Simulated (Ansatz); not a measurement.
**Cu in Ansatz: convergence with xc grid**

Input of the first run (xc grid 1); the others differ in this setting and in those tied to it:

The input input.yaml:

```yaml
crystal:
  lattice:
    - [0.0, 1.8075, 1.8075]
    - [1.8075, 0.0, 1.8075]
    - [1.8075, 1.8075, 0.0]
  atoms:
    - { symbol: Cu, position: [0.0, 0.0, 0.0] }
hamiltonian:
  xc: hse06
  pseudopotentials: { kind: paw }
kpoints:
  mp_grid: { grid: [7, 7, 7] }
scf:
  occupations: { method: fermi_dirac, width: 0.05 }
output:
  forces: true
  stress: true
  eigenvalues: true
basis:
  xc_grid: 1
```

Potentials or basis: Ansatz PAW.

Run with:

```sh
$ ansatz run input.yaml --threads 2 --pin off --max-ram 5632MiB --backend cpu --events-out ev --progress --plain --runs-dir out
```

Hardware: 2 threads of Arm Neoverse V1, with other jobs on the host.

```csv
xc grid,"energy less the tightest run, at zero smearing (meV/atom)",SCF cycles,CPU time (s),peak memory (GiB)
1,0.00,17,15,0.58
2,0.00,17,15,0.58
3,0.00,17,15,0.59
4,0.00,17,15,0.6
5,0.00,17,15,0.61
```

Against the tightest run, the energy stays within 1 meV/atom from 1 on. The tightest run that finished is the yardstick and may itself not be fully converged.

Caveat, for the tightest run too: the k mesh is coarse (spacing up to 0.43 Å⁻¹), so the values aren't converged, least of all with exact exchange.
